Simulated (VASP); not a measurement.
# N (I4/mmm) in VASP: further runs

Runs on N. Level: PBE+D3(BJ). Tasks: single point.

Program: VASP 6.6.1. These are calculated values, not measurements. Logs are shortened: lines on timing, memory, paths and dates and some standing lists are left out, and cuts for length are marked.

## Step 1: The cell of the first run

The structure is tetragonal, space group I4/mmm (No. 139). Conventional cell: a = 2.307 Å, b = 2.307 Å, c = 2.952 Å, α = 90.00°, β = 90.00°, γ = 90.00°. N (site symmetry 4/mmm) has 12 N at 2.20 to 2.31 Å as nearest neighbours.

## Step 2: Single point, PBE+D3(BJ) (strain +0.050 along x and y, -0.050 along z, atoms carried along)

The input, INCAR:

```
SYSTEM = N
PREC     = Accurate       ! precision mode
ENCUT    = 520            ! plane-wave cutoff, eV
EDIFF    = 1E-7           ! SCF threshold, eV
ISMEAR   = 0              ! smearing method
SIGMA    = 0.15           ! smearing width, eV
LREAL    = .False.        ! projectors in reciprocal space
LASPH    = .True.         ! aspherical terms in the spheres
NELM     = 100            ! most SCF steps
ALGO     = Normal         ! electronic algorithm
ISIF     = 2              ! what is computed and relaxed
LWAVE    = .False.        ! write WAVECAR
LCHARG   = .False.        ! write CHGCAR
GGA      = PE             ! functional
IVDW     = 12             ! dispersion correction
NBANDS   = 8              ! bands
```

The input, KPOINTS:

```
Automatic mesh
0
Gamma
  26 26 26
  0 0 0
```

The input, POSCAR:

```
N
1.0
    0.0000000000      1.6314990405      1.4761181795
    1.6314990405      0.0000000000      1.4761181795
    1.6314990405      1.6314990405      0.0000000000
N
1
Direct
    0.0000000000      0.0000000000      0.0000000000
```

Potentials or basis: VASP PAW PBE potentials, release 64 (N).

Launch:

```sh
cat potpaw_PBE.64/N/POTCAR > POTCAR
mpirun -np 1 vasp_std > vasp.out
```

OUTCAR:

```text
SYSTEM = N
   PREC = Accurate
   ENCUT = 520
   EDIFF = 1E-7
   ISMEAR = 0
   LREAL = .False.
   LASPH = .True.
   NELM = 100
   ISIF = 2
   GGA = PE
   IVDW = 12
 IVDW          = 12

 ion  position               nearest neighbor table
   1  0.000  0.000  0.000-

  LATTYP: Found a body centered tetragonal cell.
 ALAT       =     2.3072880701
 C/A-ratio  =     1.2795265564

  Lattice vectors:

 A1 = (   0.0000000000,  -1.6314990405,  -1.4761181795)
 A2 = (   0.0000000000,   1.6314990405,  -1.4761181795)
 A3 = (   1.6314990405,   0.0000000000,   1.4761181795)

Analysis of symmetry for initial positions (statically):
=====================================================================
 Subroutine PRICEL returns:
 Original cell was already a primitive cell.

 Routine SETGRP: Setting up the symmetry group for a
 body centered tetragonal supercell.

 Subroutine GETGRP returns: Found 16 space group operations
 (whereof 16 operations were pure point group operations)
 out of a pool of 16 trial point group operations.

The static configuration has the point symmetry D_4h.

Analysis of symmetry for dynamics (positions and initial velocities):
=====================================================================
 Subroutine PRICEL returns:
 Original cell was already a primitive cell.

 Routine SETGRP: Setting up the symmetry group for a
 body centered tetragonal supercell.

 Subroutine GETGRP returns: Found 16 space group operations
 (whereof 16 operations were pure point group operations)
 out of a pool of 16 trial point group operations.

The dynamic configuration has the point symmetry D_4h.

 Subroutine INISYM returns: Found 16 space group operations
 (whereof 16 operations are pure point group operations),
 and found     1 'primitive' translations

----------------------------------------------------------------------------------------

                                     Primitive cell

  volume of cell :       7.8582

  direct lattice vectors                    reciprocal lattice vectors
     0.000000000  1.631499041  1.476118180    -0.306466622  0.306466622  0.338726267
     1.631499041  0.000000000  1.476118180     0.306466622 -0.306466622  0.338726267
     1.631499041  1.631499041  0.000000000     0.306466622  0.306466622 -0.338726267

  length of vectors
     2.200162267  2.200162267  2.307288070     0.550071872  0.550071872  0.550071872

  position of ions in fractional coordinates (direct lattice)
     0.000000000  0.000000000  0.000000000
[... 79 lines left out ...]
   NSW    =      0    number of steps for IOM
   IBRION =     -1    ionic relax: 0-MD 1-quasi-New 2-CG
   NFREE  =      0    steps in history (QN), initial steepest desc. (CG)
   ISIF   =      2    stress and relaxation
   ISYM   =      2    0-nonsym 1-usesym 2-fastsym
   POTIM  = 0.5000    time-step for ionic-motion
   TEBEG  =    0.0;   TEEND  =   0.0 temperature during run
   PSTRESS=    0.0 pullay stress
   NELECT =       5.0000    total number of electrons
   NUPDOWN=      -1.0000    fix difference up-down
   EMIN   =  10.00;   EMAX   =-10.00  energy-range for DOS
   EFERMI =   0.00;   METHOD = LEGACY
   ISMEAR =     0;   SIGMA  =   0.15  broadening in eV -4-tet -1-fermi 0-gaus
   EFERMI_NEDOS =   21; number of points for ismear=-14 and -15
   IALGO  =     38    algorithm
   IMIX   =      4    mixing-type and parameters
     AMIX     =   0.40;   BMIX     =  1.00
     AMIX_MAG =   1.60;   BMIX_MAG =  1.00
  volume/ion in A,a.u.               =       7.86        53.03
  Fermi-wavevector in a.u.,A,eV,Ry     =   1.408067  2.660860 26.975618  1.982652
  Thomas-Fermi vector in A             =   2.530262
   LORBIT       =      0    0 simple, 1 ext, 2 COOP (PROOUT), +10 PAW based schemes
   GGA     = PE    functional components
   LHFCALC =     F    Hartree Fock is set to
   AEXX    =    0.0000 exact exchange contribution
   IVDW    =    12    specifies the selected vdW correction
   LEPSILON=     F    determine dielectric tensor
   LRPA    =     F    only Hartree local field effects (RPA)
 non-spin polarized calculation
 Gauss-broadening in eV      SIGMA  =   0.15
  energy-cutoff  :      520.00
  volume of cell :        7.86
 maximum number of plane-waves:       222
   NGX =  9   NGY =  9   NGZ =  9

 number of electron       5.0000000 magnetization

 Free energy of the ion-electron system (eV)
  ---------------------------------------------------
  ext. energy  EPLUGINS =         0.00000000
  ---------------------------------------------------
  free energy    TOTEN  =        -3.88684464 eV

  energy without entropy =       -3.87976077  energy(sigma->0) =       -3.88330270

 E-fermi :   4.8285     XC(G=0): -12.3942

 val. band max:        4.8225335681   @ k =  -0.3846   0.2308   0.0385
 cond. band min:       4.8318774405   @ k =  -0.3077   0.3846   0.1154
 fundamental gap:      0.0093438724
 Fermi energy:         4.8285362397

 k-point     1 :       0.0000    0.0000    0.0000
  band No.  band energies     occupation
      1     -14.7162      2.00000
      2       8.6863      0.00000
      3       8.6863      0.00000
      4       8.7339      0.00000
      5      27.3841      0.00000
      6      36.0641      0.00000
      7      36.0641      0.00000
      8      37.3734      0.00000
[... 243 lines left out ...]
 k-point    24 :       0.3846    0.0385    0.0000
  band No.  band energies     occupation
      1     -10.0921      2.00000
      2      -0.3232      2.00000
      3       7.0829      0.00000
      4       8.1751      0.00000
      5      26.5353      0.00000
      6      30.8097      0.00000
      7      33.0284      0.00000
      8      37.1525      0.00000

 [... further k-points ...]

------------------------ aborting loop because EDIFF is reached ----------------------------------------

 Edisp (eV)   -0.17907

 E8    (eV) :    -0.0447

  FORCE on cell =-STRESS in cart. coord.  units (eV):
  Direction    XX          YY          ZZ          XY          YZ          ZX
  --------------------------------------------------------------------------------------
  -------------------------------------------------------------------------------------
  Total      -0.11157    -0.11157    -1.34140     0.00000    -0.00000    -0.00000
  in kB     -22.74817   -22.74817  -273.49159     0.00000    -0.00000    -0.00000
  external pressure =     -106.33 kB  Pullay stress =        0.00 kB

 VOLUME and BASIS-vectors are now :
 -----------------------------------------------------------------------------
  energy-cutoff  :      520.00
  volume of cell :        7.86
      direct lattice vectors                 reciprocal lattice vectors
     0.000000000  1.631499041  1.476118180    -0.306466622  0.306466622  0.338726267
     1.631499041  0.000000000  1.476118180     0.306466622 -0.306466622  0.338726267
     1.631499041  1.631499041  0.000000000     0.306466622  0.306466622 -0.338726267

 POSITION                                       TOTAL-FORCE (eV/Angst)
 -----------------------------------------------------------------------------------
      0.00000      0.00000      0.00000         0.000000      0.000000     -0.000000
 -----------------------------------------------------------------------------------
    total drift:                                0.000000     -0.000000     -0.000000

  FREE ENERGIE OF THE ION-ELECTRON SYSTEM (eV)
  ---------------------------------------------------
  free  energy   TOTEN  =        -4.0659120158 eV

  energy  without entropy=       -4.0588281485  energy(sigma->0) =       -4.06237008
```

OSZICAR:

```text
N       E                     dE             d eps       ncg     rms          rms(c)
DAV:   1     0.461205993133E+00    0.46121E+00   -0.25461E+03 23456   0.535E+02
DAV:   2    -0.386843358954E+01   -0.43296E+01   -0.40563E+01 27320   0.680E+01
DAV:   3    -0.389021001561E+01   -0.21776E-01   -0.21702E-01 24168   0.434E+00
DAV:   4    -0.389021669210E+01   -0.66765E-05   -0.66763E-05 30080   0.729E-02
DAV:   5    -0.389021669290E+01   -0.80115E-09   -0.99853E-09 24536   0.620E-04    0.911E-01
DAV:   6    -0.388690082570E+01    0.33159E-02   -0.63393E-03 22400   0.563E-01    0.489E-01
DAV:   7    -0.388670656700E+01    0.19426E-03   -0.41054E-03 22504   0.468E-01    0.109E-01
DAV:   8    -0.388684440654E+01   -0.13784E-03   -0.10692E-04 23008   0.998E-02    0.696E-03
DAV:   9    -0.388684503392E+01   -0.62738E-06   -0.82762E-07 26312   0.806E-03    0.459E-03
DAV:  10    -0.388684472071E+01    0.31321E-06   -0.17622E-07 23784   0.368E-03    0.524E-04
DAV:  11    -0.388684463588E+01    0.84826E-07   -0.75701E-09 11456   0.696E-04
   1 F= -.40659120E+01 E0= -.40623701E+01  d E =-.708387E-02
```

stdout:

```text
POSCAR found type information on POSCAR N
 POSCAR found :  1 types and       1 ions
 scaLAPACK will be used
 LDA part: xc-table for (Slater+PW92), standard interpolation
 POSCAR, INCAR and KPOINTS ok, starting setup
 FFT: planning ... GRIDC
 FFT: planning ... GRID_SOFT
 FFT: planning ... GRID
 WAVECAR not read
 entering main loop
```

It took 24 s on 1 thread of Intel Xeon Platinum 8488C (Sapphire Rapids), shared host; peak memory 0.18 GiB.

What came out:

* Free energy: -4.0659 eV
* Pressure: -10.6 GPa
* Band gap on the k mesh: none (metal or under the smearing width)
* Dispersion energy per atom: -0.179 eV

Stress tensor (GPa, compression positive):
```
 -2.27   0.00   0.00
  0.00  -2.27   0.00
  0.00   0.00 -27.35
```

Levels at points of the mesh, in eV from the Fermi level:
```
           k point  band 1  band 2  band 3  band 4  band 5  band 6
(0.00, 0.00, 0.00)  -19.54    3.86    3.86    3.91   22.56   31.24
(0.50, 0.00, 0.00)  -13.14   -7.67    2.17    3.28   21.22   26.31
(0.50, 0.50, 0.00)   -9.73   -5.47   -0.69   -0.69   13.96   17.20
(0.50, 0.00, 0.50)  -11.39   -6.68    0.25    1.15   15.79   19.55
```

Caveat: pairwise dispersion overbinds metals, which lowers pressure and volume.

## Step 3: Single point, PBE+D3(BJ) (strain -0.050 along x and y, +0.050 along z, atoms carried along)

The input, INCAR:

```
PREC = Accurate ; ENCUT = 520
EDIFF = 1E-6 ; ISMEAR = 0
SIGMA = 0.15 ; LREAL = False
LASPH = True ; NELM = 100
ALGO = Fast ; ISIF = 2
LWAVE = False ; LCHARG = False
GGA = PE ; IVDW = 12
NBANDS = 8
```

The input, KPOINTS:

```
regular mesh
0
Gamma
  26 26 26
```

The input, POSCAR:

```
N
1.0
    0.0000000000      1.4761181795      1.6314990405
    1.4761181795      0.0000000000      1.6314990405
    1.4761181795      1.4761181795      0.0000000000
N
1
Direct
    0.0000000000      0.0000000000      0.0000000000
```

Potentials or basis: VASP PAW PBE potentials, release 64 (N).

Launch:

```sh
cat potpaw_PBE.64/N/POTCAR > POTCAR
mpirun -np 1 vasp_std > vasp.out
```

Run time: 16 s. Hardware: 1 thread of Intel Xeon Platinum 8488C (Sapphire Rapids), shared host; peak memory 0.18 GiB.

It converged, with:

```
Free energy                : -4.0605 eV
Pressure                   : 13.7 GPa
Band gap on the k mesh     : none (metal or under the smearing width)
Dispersion energy per atom : -0.185 eV
```

Stress tensor (GPa, compression positive):
```
 3.94  0.00  0.00
 0.00  3.94  0.00
 0.00  0.00 33.16
```

Levels at points of the mesh, in eV from the Fermi level:
```csv
k point,band 1,band 2,band 3,band 4,band 5,band 6
"(0.00, 0.00, 0.00)",-20.85,4.11,4.47,4.47,24.94,31.90
"(0.50, 0.00, 0.00)",-13.50,-8.70,2.28,3.85,22.17,27.97
"(0.50, 0.50, 0.00)",-12.20,-7.90,1.20,1.20,17.11,20.55
"(0.50, 0.00, 0.50)",-10.04,-6.73,-0.85,0.25,14.74,18.32
```

Caveat: pairwise dispersion overbinds metals, which lowers pressure and volume.
